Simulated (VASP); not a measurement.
Si:

```
Si
1.0
     2.62054    0.00000    0.00000
    -1.31027    2.26946    0.00000
     0.00000    0.00000    2.46635
Si
1
Cartesian
  0.0000 0.0000 0.0000
```

This isn't the form of Si at room conditions, which is diamond.

| Quantity | Value |
| --- | --- |
| Program | VASP 6.6.1 |
| Task | relaxation of cell and atoms |
| Functional | revPBE |
| Dispersion | D3(BJ) |
| Potentials or basis | VASP PAW PBE potentials, release 64 (Si) |
| Cutoff | 600 eV |
| k mesh | 12 × 12 × 11 |
| Occupations | fermi-dirac, width 0.05 eV |
| Spin | no spin polarisation |

At the start: pressure -5.2 GPa; volume 14.67 Å³/atom.

Q: Where does the relaxation end?

A: Over 7 steps the energy falls by 13.1 meV/atom and the volume is 14.01 Å³/atom (-4.5 %); space group P6/mmm (No. 191, to 0.05 Å).

Step by step:
```
step  energy change (eV)  largest force (eV/Å)  pressure (GPa)  volume (Å³)
   1              0.0000                0.0000           -5.15        14.67
   2             -0.0095                0.0000            3.20        13.69
   3             -0.0131                0.0000            0.08        14.01
   4             -0.0131                0.0000           -0.04        14.02
   5             -0.0131                0.0000           -0.14        14.03
   6             -0.0131                0.0000           -0.10        14.03
   7             -0.0131                0.0000            0.04        14.01
```

Final structure:
```
CELL_PARAMETERS angstrom
2.56835 0.00000 0.00000
-1.28418 2.22426 0.00000
0.00000 0.00000 2.45304
ATOMIC_POSITIONS crystal
Si 0.00000 0.00000 0.00000
```

Caveat: the PAW data sets were made with another functional, which shifts forces and pressure a little; pairwise dispersion overbinds metals, which lowers pressure and volume.
